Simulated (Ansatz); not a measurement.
# Eigenvalues along a path: Bi (diamond type)

```
CELL_PARAMETERS angstrom
0.00000 3.31101 3.31101
3.31101 0.00000 3.31101
3.31101 3.31101 0.00000
ATOMIC_POSITIONS crystal
Bi 0.87500 0.87500 0.87500
Bi 0.12500 0.12500 0.12500
```

The cell comes from a relaxation on PAW files under the same functional, begun from a prototype that needn't be the stable phase.

All numbers are PBE results (scalar-relativistic) from Ansatz 0.2.0, with a Γ-centred 11×11×11 k mesh, Fermi–Dirac smearing of 0.05 eV, no spin polarisation. Methods: LAPW: all electrons, basis error target 1 meV/atom.

This run: volume at 0.75 of the series' base cell.

Spin–orbit coupling is left out, which matters for the heavy atoms. The structure type is held throughout; the real material can change phase at far lower pressure.

Path points, in fractions of the reciprocal vectors: Γ (0.000, 0.000, 0.000), X (0.500, 0.000, 0.500), U (0.625, 0.250, 0.625), K (0.375, 0.375, 0.750), L (0.500, 0.500, 0.500), W (0.500, 0.250, 0.750). The distance column jumps between branches of the path. Levels in eV from the Fermi level; bands 23 to 43, counted from the lowest band of the run. The gap is zero, the pressure 15.39 GPa.

```
# k(1/Å) point b23 b24 b25 b26 b27 b28 b29 b30 b31 b32 b33 b34 b35 b36 b37 b38 b39 b40 b41 b42 b43
0.000 Γ -23.25 -23.25 -23.25 -23.16 -23.16 -22.77 -22.77 -22.77 -22.77 -22.77 -14.07 -6.58 -1.53 -1.53 -1.53 0.89 0.89 0.89 3.25 7.42 7.42
0.119 - -23.25 -23.25 -23.25 -23.15 -23.15 -22.80 -22.77 -22.77 -22.77 -22.75 -14.02 -6.75 -1.72 -1.72 -1.37 0.70 1.14 1.14 3.56 6.46 7.52
0.237 - -23.26 -23.26 -23.25 -23.14 -23.12 -22.84 -22.78 -22.76 -22.76 -22.73 -13.89 -7.20 -2.14 -2.14 -0.99 0.31 1.74 1.74 4.30 5.56 7.69
0.356 - -23.27 -23.27 -23.25 -23.12 -23.09 -22.89 -22.80 -22.74 -22.74 -22.73 -13.66 -7.82 -2.61 -2.61 -0.54 -0.07 2.48 2.48 4.91 5.27 7.87
0.474 - -23.28 -23.28 -23.24 -23.10 -23.05 -22.94 -22.82 -22.74 -22.72 -22.72 -13.34 -8.52 -3.04 -3.04 -0.39 -0.23 3.29 3.29 4.66 6.35 8.12
0.593 - -23.29 -23.29 -23.23 -23.07 -23.00 -22.99 -22.85 -22.76 -22.70 -22.70 -12.95 -9.24 -3.39 -3.39 -0.60 -0.15 4.11 4.11 4.86 7.42 8.45
0.712 - -23.30 -23.30 -23.20 -23.04 -23.04 -22.95 -22.89 -22.79 -22.69 -22.69 -12.47 -9.96 -3.65 -3.65 -0.71 -0.27 4.90 4.90 5.45 8.16 8.85
0.830 - -23.31 -23.31 -23.17 -23.09 -23.00 -22.92 -22.91 -22.82 -22.68 -22.68 -11.93 -10.66 -3.81 -3.81 -0.71 -0.45 5.54 5.54 6.28 7.98 9.33
0.949 X -23.31 -23.31 -23.13 -23.13 -22.96 -22.96 -22.86 -22.86 -22.68 -22.68 -11.32 -11.32 -3.86 -3.86 -0.62 -0.62 5.81 5.81 7.18 7.18 9.47
0.991 - -23.31 -23.31 -23.13 -23.13 -22.96 -22.96 -22.87 -22.86 -22.68 -22.68 -11.33 -11.31 -3.89 -3.86 -0.62 -0.57 5.72 5.78 7.13 7.27 9.30
1.033 - -23.31 -23.31 -23.13 -23.13 -22.96 -22.96 -22.87 -22.86 -22.68 -22.67 -11.35 -11.29 -3.96 -3.84 -0.61 -0.43 5.51 5.69 6.97 7.49 9.01
1.075 - -23.32 -23.31 -23.13 -23.12 -22.96 -22.96 -22.88 -22.86 -22.68 -22.67 -11.38 -11.26 -4.06 -3.82 -0.60 -0.21 5.25 5.55 6.75 7.77 8.71
1.117 - -23.32 -23.31 -23.13 -23.10 -22.97 -22.96 -22.89 -22.86 -22.68 -22.67 -11.43 -11.21 -4.17 -3.78 -0.59 0.08 4.96 5.37 6.50 8.06 8.42
1.158 - -23.33 -23.31 -23.13 -23.09 -22.97 -22.95 -22.91 -22.86 -22.68 -22.66 -11.48 -11.14 -4.29 -3.73 -0.58 0.41 4.68 5.17 6.23 8.14 8.34
1.200 - -23.33 -23.31 -23.13 -23.07 -22.97 -22.95 -22.93 -22.86 -22.68 -22.66 -11.56 -11.06 -4.40 -3.67 -0.57 0.77 4.40 4.94 5.97 7.86 8.61
1.242 - -23.33 -23.31 -23.13 -23.05 -22.98 -22.95 -22.94 -22.86 -22.68 -22.65 -11.64 -10.97 -4.50 -3.61 -0.56 1.15 4.14 4.71 5.71 7.60 8.82
1.284 U -23.34 -23.31 -23.13 -23.03 -22.98 -22.96 -22.95 -22.86 -22.68 -22.65 -11.74 -10.87 -4.57 -3.53 -0.55 1.54 3.90 4.46 5.48 7.34 8.98
1.865 K -23.34 -23.31 -23.13 -23.03 -22.98 -22.96 -22.95 -22.86 -22.68 -22.65 -11.74 -10.87 -4.57 -3.53 -0.55 1.54 3.90 4.46 5.48 7.34 8.98
1.991 - -23.34 -23.31 -23.14 -23.01 -23.00 -22.97 -22.93 -22.86 -22.68 -22.65 -12.08 -10.47 -4.65 -3.26 -0.56 2.50 3.33 3.72 5.14 6.68 8.98
2.117 - -23.33 -23.31 -23.15 -23.06 -23.02 -22.92 -22.91 -22.86 -22.68 -22.66 -12.49 -9.96 -4.50 -2.94 -0.67 2.63 3.02 3.02 5.75 6.16 8.41
2.243 - -23.31 -23.30 -23.18 -23.09 -23.04 -22.90 -22.86 -22.84 -22.69 -22.68 -12.90 -9.35 -4.15 -2.59 -0.88 2.20 2.40 2.92 5.81 6.47 7.54
2.369 - -23.29 -23.29 -23.21 -23.10 -23.07 -22.87 -22.84 -22.81 -22.71 -22.70 -13.29 -8.66 -3.62 -2.24 -1.12 1.72 1.87 2.87 5.68 6.15 6.63
2.494 - -23.28 -23.27 -23.23 -23.12 -23.10 -22.85 -22.83 -22.78 -22.73 -22.71 -13.62 -7.95 -2.99 -1.94 -1.34 1.31 1.45 2.54 5.34 5.77 6.16
2.620 - -23.27 -23.26 -23.24 -23.14 -23.13 -22.82 -22.81 -22.76 -22.75 -22.72 -13.87 -7.28 -2.31 -1.71 -1.49 1.03 1.14 1.86 4.41 6.11 6.32
2.746 - -23.25 -23.25 -23.25 -23.15 -23.15 -22.79 -22.79 -22.77 -22.76 -22.74 -14.02 -6.77 -1.76 -1.58 -1.53 0.91 0.95 1.18 3.60 6.68 6.86
2.872 Γ -23.25 -23.25 -23.25 -23.16 -23.16 -22.77 -22.77 -22.77 -22.77 -22.77 -14.07 -6.58 -1.53 -1.53 -1.53 0.89 0.89 0.89 3.25 7.42 7.42
2.974 - -23.25 -23.25 -23.25 -23.15 -23.15 -22.79 -22.79 -22.77 -22.75 -22.75 -14.04 -6.71 -1.60 -1.60 -1.58 0.96 0.98 0.98 3.49 6.94 6.94
3.077 - -23.26 -23.26 -23.24 -23.14 -23.14 -22.80 -22.80 -22.78 -22.74 -22.74 -13.93 -7.07 -1.78 -1.78 -1.74 1.21 1.22 1.22 4.08 6.55 6.55
3.180 - -23.27 -23.27 -23.24 -23.12 -23.12 -22.82 -22.82 -22.79 -22.73 -22.73 -13.77 -7.57 -2.00 -2.00 -1.98 1.50 1.50 1.71 4.73 6.33 6.33
3.283 - -23.28 -23.28 -23.23 -23.11 -23.11 -22.83 -22.83 -22.80 -22.72 -22.72 -13.55 -8.15 -2.22 -2.22 -2.22 1.77 1.77 2.41 5.03 6.31 6.31
3.385 - -23.28 -23.28 -23.22 -23.10 -23.10 -22.84 -22.84 -22.81 -22.71 -22.71 -13.28 -8.74 -2.44 -2.40 -2.40 1.96 1.96 3.25 5.00 6.50 6.50
3.488 - -23.29 -23.29 -23.22 -23.09 -23.09 -22.85 -22.85 -22.82 -22.71 -22.71 -13.02 -9.26 -2.61 -2.54 -2.54 2.08 2.08 4.18 4.90 6.88 6.88
3.591 - -23.29 -23.29 -23.22 -23.08 -23.08 -22.85 -22.85 -22.82 -22.70 -22.70 -12.79 -9.64 -2.71 -2.63 -2.63 2.13 2.13 4.69 5.29 7.34 7.34
3.693 L -23.29 -23.29 -23.21 -23.08 -23.08 -22.85 -22.85 -22.83 -22.70 -22.70 -12.71 -9.78 -2.74 -2.66 -2.66 2.15 2.15 4.68 5.96 7.03 7.60
3.777 - -23.30 -23.29 -23.21 -23.08 -23.08 -22.86 -22.85 -22.83 -22.70 -22.70 -12.68 -9.81 -3.24 -2.70 -2.13 2.08 2.23 4.75 5.88 6.88 7.57
3.861 - -23.31 -23.30 -23.19 -23.07 -23.07 -22.87 -22.86 -22.84 -22.70 -22.69 -12.61 -9.88 -3.71 -2.82 -1.56 1.94 2.47 4.68 5.97 6.50 7.58
3.945 - -23.32 -23.30 -23.17 -23.06 -23.05 -22.90 -22.87 -22.85 -22.69 -22.67 -12.49 -10.01 -4.08 -3.00 -1.02 1.82 2.85 4.30 6.06 6.49 7.67
4.029 - -23.33 -23.31 -23.15 -23.05 -23.03 -22.93 -22.89 -22.86 -22.68 -22.66 -12.32 -10.20 -4.34 -3.25 -0.52 1.74 3.28 3.82 5.72 7.21 7.81
4.113 - -23.33 -23.31 -23.14 -23.03 -23.00 -22.97 -22.91 -22.87 -22.68 -22.66 -12.12 -10.43 -4.48 -3.52 -0.07 1.71 3.38 3.57 5.69 7.92 7.99
4.197 - -23.33 -23.32 -23.12 -23.02 -23.00 -22.97 -22.93 -22.88 -22.67 -22.65 -11.87 -10.71 -4.51 -3.80 0.36 1.65 3.06 3.53 6.13 8.13 8.22
4.280 - -23.33 -23.33 -23.09 -23.04 -22.99 -22.95 -22.94 -22.90 -22.66 -22.65 -11.60 -11.00 -4.44 -4.06 0.77 1.47 2.96 3.31 6.84 7.96 8.52
4.364 W -23.33 -23.33 -23.07 -23.07 -22.97 -22.97 -22.92 -22.92 -22.66 -22.66 -11.30 -11.30 -4.28 -4.28 1.16 1.16 3.08 3.08 7.52 7.52 8.95
4.424 - -23.33 -23.33 -23.07 -23.07 -22.97 -22.97 -22.92 -22.92 -22.66 -22.66 -11.31 -11.31 -4.27 -4.27 1.04 1.04 3.22 3.22 7.52 7.52 8.95
4.483 - -23.33 -23.33 -23.08 -23.08 -22.97 -22.97 -22.91 -22.91 -22.66 -22.66 -11.31 -11.31 -4.23 -4.23 0.76 0.76 3.57 3.57 7.50 7.50 8.96
4.542 - -23.32 -23.32 -23.09 -23.09 -22.96 -22.96 -22.90 -22.90 -22.66 -22.66 -11.31 -11.31 -4.17 -4.17 0.43 0.43 4.02 4.02 7.46 7.46 8.98
4.602 - -23.32 -23.32 -23.10 -23.10 -22.96 -22.96 -22.89 -22.89 -22.67 -22.67 -11.31 -11.31 -4.09 -4.09 0.10 0.10 4.50 4.50 7.42 7.42 9.02
4.661 - -23.32 -23.32 -23.12 -23.12 -22.96 -22.96 -22.88 -22.88 -22.67 -22.67 -11.32 -11.32 -4.01 -4.01 -0.19 -0.19 4.97 4.97 7.36 7.36 9.09
4.720 - -23.31 -23.31 -23.13 -23.13 -22.96 -22.96 -22.87 -22.87 -22.67 -22.67 -11.32 -11.32 -3.94 -3.94 -0.42 -0.42 5.38 5.38 7.29 7.29 9.19
4.779 - -23.31 -23.31 -23.13 -23.13 -22.96 -22.96 -22.87 -22.87 -22.68 -22.68 -11.32 -11.32 -3.88 -3.88 -0.57 -0.57 5.69 5.69 7.22 7.22 9.35
4.839 X -23.31 -23.31 -23.13 -23.13 -22.96 -22.96 -22.86 -22.86 -22.68 -22.68 -11.32 -11.32 -3.86 -3.86 -0.62 -0.62 5.81 5.81 7.18 7.18 9.47
```
